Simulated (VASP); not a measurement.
# GeSe (Pnma) in VASP: notebook, part 2 of 4

VASP 6.6.1.

## Step 3: Phonons, rev-vdW-DF2

This run uses another cell than the first one, of 23.45 Å³/atom, 0.997 times its volume.

POSCAR

```
GeSe
1.0
   10.9956274397      0.0000000000      0.0000000000
    0.0000000000      3.8897885125     -0.0000000000
    0.0000000000      0.0000000000      4.3858033439
  Ge              Se
     4     4
Direct
     0.1234842366163336    0.7500000000000000    0.8892782495292855
     0.6234842366163336    0.7500000000000000    0.6107217504707145
     0.3765157633836663    0.2500000000000000    0.3892782495292853
     0.8765157633836664    0.2500000000000000    0.1107217504707146
     0.8549290907373072    0.7500000000000000    0.5042901645668841
     0.3549290907373073    0.7500000000000000    0.9957098354331159
     0.6450709092626928    0.2500000000000000    0.0042901645668840
     0.1450709092626927    0.2500000000000000    0.4957098354331159
```

INCAR.step1

```
SYSTEM = GeSe
AGGAC = 0.0
ALGO = Normal
EDIFF = 1E-8
EDIFFG = -0.002
ENCUT = 600
GGA = MK
IBRION = 2
ISIF = 3
ISMEAR = 0
KPAR = 2
LASPH = .True.
LCHARG = .False.
LREAL = .False.
LUSE_VDW = .True.
LWAVE = .False.
NELM = 80
NSW = 40
PARAM1 = 0.1234
PARAM2 = 0.711357
PREC = Accurate
SIGMA = 0.03
ZAB_VDW = -1.8867
```

INCAR.step2

```
SYSTEM = GeSe
AGGAC = 0.0
ALGO = Normal
EDIFF = 1E-8
ENCUT = 600
GGA = MK
IBRION = 6
ISIF = 2
ISMEAR = 0
KPAR = 2
LASPH = .True.
LCHARG = .False.
LREAL = .False.
LUSE_VDW = .True.
LWAVE = .False.
NELM = 80
NFREE = 2
NSW = 1
PARAM1 = 0.1234
PARAM2 = 0.711357
POTIM = 0.015
PREC = Accurate
SIGMA = 0.03
ZAB_VDW = -1.8867
```

KPOINTS

```
k-points
0
Gamma
  4 8 6
  0 0 0
```

Potentials or basis: VASP PAW PBE potentials, release 64 (Ge_d, Se).

The run is started by

```console
> cat potpaw_PBE.64/Ge_d/POTCAR potpaw_PBE.64/Se/POTCAR > POTCAR
> cp INCAR.step1 INCAR
> mpirun -np 2 vasp_std > vasp.out
> cp CONTCAR POSCAR
> cp INCAR.step2 INCAR
> mpirun -np 2 vasp_std > vasp.out
```

OUTCAR:

```text
SYSTEM = GeSe
   EDIFF = 1E-8
   ENCUT = 600
   GGA = MK
   IBRION = 6
   ISIF = 2
   ISMEAR = 0
   LASPH = .True.
   LREAL = .False.
   NELM = 80
   NFREE = 2
   NSW = 1
   POTIM = 0.015
   PREC = Accurate

 ion  position               nearest neighbor table
   1  0.123  0.750  0.888-   6 2.59   8 2.61   8 2.61
   2  0.623  0.750  0.612-   5 2.59   7 2.61   7 2.61
   3  0.377  0.250  0.388-   8 2.59   6 2.61   6 2.61
   4  0.877  0.250  0.112-   7 2.59   5 2.61   5 2.61
   5  0.855  0.750  0.506-   2 2.59   4 2.61   4 2.61
   6  0.355  0.750  0.994-   1 2.59   3 2.61   3 2.61
   7  0.645  0.250  0.006-   4 2.59   2 2.61   2 2.61
   8  0.145  0.250  0.494-   3 2.59   1 2.61   1 2.61

  LATTYP: Found a simple orthorhombic cell.
 ALAT       =     3.8910661070
 B/A-ratio  =     1.1269321529
 C/A-ratio  =     2.8255907318

  Lattice vectors:

 A1 = (   0.0000000000,   3.8910661070,   0.0000000000)
 A2 = (   0.0000000000,   0.0000000000,   4.3849675050)
 A3 = (  10.9945603286,   0.0000000000,   0.0000000000)

Analysis of symmetry for initial positions (statically):
=====================================================================
 Subroutine PRICEL returns:
 Original cell was already a primitive cell.

 Routine SETGRP: Setting up the symmetry group for a
 simple orthorhombic supercell.

 Subroutine GETGRP returns: Found  8 space group operations
 (whereof  2 operations were pure point group operations)
 out of a pool of  8 trial point group operations.

The static configuration has the point symmetry S_2 .
 The point group associated with its full space group is D_2h.

Analysis of symmetry for dynamics (positions and initial velocities):
=====================================================================
 Subroutine PRICEL returns:
 Original cell was already a primitive cell.

 Routine SETGRP: Setting up the symmetry group for a
 simple orthorhombic supercell.

 Subroutine GETGRP returns: Found  8 space group operations
 (whereof  2 operations were pure point group operations)
 out of a pool of  8 trial point group operations.

The dynamic configuration has the point symmetry S_2 .
 The point group associated with its full space group is D_2h.

 Subroutine INISYM returns: Found  8 space group operations
 (whereof  2 operations are pure point group operations),
 and found     1 'primitive' translations

----------------------------------------------------------------------------------------

                                     Primitive cell

  volume of cell :     187.5914
[... 151 lines left out ...]
  ---------------------------------------------------
  free energy    TOTEN  =       -16.69976349 eV

  energy without entropy =      -16.69976349  energy(sigma->0) =      -16.69976349

------------------------ aborting loop because EDIFF is reached ----------------------------------------

  FORCE on cell =-STRESS in cart. coord.  units (eV):
  Direction    XX          YY          ZZ          XY          YZ          ZX
  --------------------------------------------------------------------------------------
  -------------------------------------------------------------------------------------
  Total       -0.0022561     -0.0057902     -0.0031120      0.0000000      0.0000000      0.0000000
  in kB       -0.0192692     -0.0494525     -0.0265790      0.0000000      0.0000000      0.0000000
  external PRESSURE =      -0.0317669 kB  Pullay stress =       0.0000000 kB
[... 115 lines left out ...]
  energy  without entropy=      -16.6991879279  energy(sigma->0) =      -16.69918793

Total vdW correction in eV:     13.3727042

[... ionic steps 4 to 10 ...]

--------------------------------------- Ionic step       11  -------------------------------------------

 number of electron      80.0000055 magnetization

------------------------ aborting loop because EDIFF is reached ----------------------------------------
[... 83 lines left out ...]
--------------------------------------- Ionic step       13  -------------------------------------------

 number of electron      80.0000056 magnetization

 Free energy of the ion-electron system (eV)
  ---------------------------------------------------
  ext. energy  EPLUGINS =         0.00000000
  ---------------------------------------------------
  free energy    TOTEN  =       -16.69914101 eV

  energy without entropy =      -16.69914101  energy(sigma->0) =      -16.69914101

 E-fermi :   4.2459     XC(G=0):  -9.8944

 val. band max:        4.0660260876   @ k =   0.0000   0.0000   0.3333
 cond. band min:       4.7110139223   @ k =   0.0000   0.0000   0.0000
 fundamental gap:      0.6449878347
 Fermi energy:         4.2459217068

 k-point     1 :       0.0000    0.0000    0.0000
  band No.  band energies     occupation
      1     -20.5471      2.00000
      2     -20.5453      2.00000
      3     -20.5450      2.00000
      4     -20.5435      2.00000
      5     -20.5421      2.00000
      6     -20.5420      2.00000
[... 1213 lines left out ...]
     47       7.5878      0.00000
     48       7.5970      0.00000

 [... further k-points ...]

------------------------ aborting loop because EDIFF is reached ----------------------------------------

  FORCE on cell =-STRESS in cart. coord.  units (eV):
  Direction    XX          YY          ZZ          XY          YZ          ZX
  --------------------------------------------------------------------------------------
  -------------------------------------------------------------------------------------
  Total       -0.0124981      0.0493781      0.1054308      0.0000000      0.0000000      0.0186043
  in kB       -0.1067435      0.4217273      0.9004615      0.0000000      0.0000000      0.1588955
  external PRESSURE =       0.4051484 kB  Pullay stress =       0.0000000 kB
[... 27 lines left out ...]
  energy  without entropy=      -16.6991410117  energy(sigma->0) =      -16.69914101

Total vdW correction in eV:     13.3740702

 INTERNAL STRAIN TENSORS FROM DISPLACED ATOMS
 ============================================

 INTERNAL STRAIN TENSOR FOR ION    1 for displacements in x,y,z  (eV/Angst):
          X           Y           Z          XY          YZ          ZX
  --------------------------------------------------------------------------------
  x     9.38237     2.68435     2.73510     0.00000     0.00000    -0.30459
  y     0.00000     0.00000    -0.00000     1.48049    -3.76424    -0.00000
  z    -0.80399    -3.29353    -7.29186    -0.00000    -0.00000     2.32993

 INTERNAL STRAIN TENSOR FOR ION    8 for displacements in x,y,z  (eV/Angst):
          X           Y           Z          XY          YZ          ZX
  --------------------------------------------------------------------------------
  x     8.64250     0.25480     1.00267     0.00000    -0.00000    -0.13398
  y     0.00000    -0.00000     0.00000     1.88348     4.26637     0.00000
  z    -0.72662     3.46331     7.17304     0.00000     0.00000     1.28310

 Eigenvectors and eigenvalues of the dynamical matrix
 ----------------------------------------------------

   1 f  =    6.406197 THz    40.251324 2PiTHz  213.687736 cm-1    26.493891 meV
             X         Y         Z           dx          dy          dz
      1.356500  2.918300  3.893286    -0.305775    0.000000    0.174291
      6.853780  2.918300  2.684166     0.305775   -0.000000    0.174291
      4.140780  0.972767  1.700802    -0.305775    0.000000   -0.174291
      9.638061  0.972767  0.491682     0.305775    0.000000   -0.174291
      9.400027  2.918300  2.217153    -0.315818   -0.000000    0.162428
      3.902747  2.918300  4.360298     0.315818   -0.000000    0.162428
      7.091813  0.972767  0.024670    -0.315818    0.000000   -0.162428
      1.594533  0.972767  2.167814     0.315818   -0.000000   -0.162428
[... 243 lines left out ...]
  24 f/i=    0.017443 THz     0.109599 2PiTHz    0.581845 cm-1     0.072140 meV
             X         Y         Z           dx          dy          dz
      1.356500  2.918300  3.893286    -0.000000   -0.344554   -0.000000
      6.853780  2.918300  2.684166    -0.000000   -0.344554   -0.000000
      4.140780  0.972767  1.700802    -0.000000   -0.344554   -0.000000
      9.638061  0.972767  0.491682    -0.000000   -0.344554   -0.000000
      9.400027  2.918300  2.217153    -0.000000   -0.362329   -0.000000
      3.902747  2.918300  4.360298    -0.000000   -0.362329   -0.000000
      7.091813  0.972767  0.024670    -0.000000   -0.362329   -0.000000
      1.594533  0.972767  2.167814    -0.000000   -0.362329   -0.000000

 ELASTIC MODULI CONTR FROM IONIC RELAXATION (kBar)
 Direction    XX          YY          ZZ          XY          YZ          ZX
 --------------------------------------------------------------------------------
 XX        -762.5996   -131.3068    -85.0125     -0.0000     -0.0000      0.0000
 YY        -131.3068   -127.7904   -195.2575      0.0000     -0.0000     -0.0000
 ZZ         -85.0125   -195.2575   -445.1962      0.0000      0.0000     -0.0000
 XY          -0.0000      0.0000      0.0000   -122.6251     -0.0000     -0.0000
 YZ          -0.0000     -0.0000      0.0000     -0.0000   -204.5920     -0.0000
 ZX           0.0000     -0.0000     -0.0000     -0.0000     -0.0000    -95.8159
 --------------------------------------------------------------------------------
```

Wall time 1.6 h (2 MPI ranks of Intel Xeon 6975P-C (Granite Rapids), shared host); peak memory 1.4 GiB.

What came out:

| Quantity | Value |
| --- | --- |
| Highest phonon frequency at Γ, LO-TO splitting left out | 214 cm⁻¹ |

Phonon frequencies in cm⁻¹ (negative: imaginary):
```
              q point                                                                        frequencies
(0.000, 0.000, 0.000)  -1 0 0 32 36 63 71 72 73 78 79 95 139 142 152 156 171 172 172 177 182 189 192 214
```

Caveat: the PAW data sets were made with another functional, which shifts forces and pressure a little.

(Part 2 of 4 ends here.)
